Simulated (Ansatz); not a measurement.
Theory: DFT PBEsol, scalar-relativistic, plane waves, PAW (Ansatz 0.2.0).

Settings: cutoff 420 eV, Γ-centred mesh 12×12×12 on the computed 2-atom cell, Gaussian smearing of 0.10 eV; no spin polarisation.

```yaml
crystal:
  lattice:
    - [0.00000, 3.44011, 3.44011]
    - [3.44011, 0.00000, 3.44011]
    - [3.05064, 3.05064, 0.38947]
  atoms:
    - { symbol: Sn, position: [0.49733, 0.49733, 0.50800] }
    - { symbol: Sn, position: [0.75267, 0.75267, 0.74200] }
```

(1) Is this geometry at equilibrium? Which atom feels the largest force?

(2) Give all forces and the stress.

Answers

(1) It isn't. Atom 1 (Sn) feels (1.47, 1.47, -1.47) eV/Å, 2.542 eV/Å in size, and symmetry-related atoms feel the same size.

(2)
```json
{"atom": "Sn1", "Fx": "1.468", "Fy": "1.468", "Fz": "-1.468"}
{"atom": "Sn2", "Fx": "-1.468", "Fy": "-1.468", "Fz": "1.468"}
```
Stress (GPa, compression positive):
```
 3.84  7.38 -7.38
 7.38  3.84 -7.38
-7.38 -7.38  3.84
```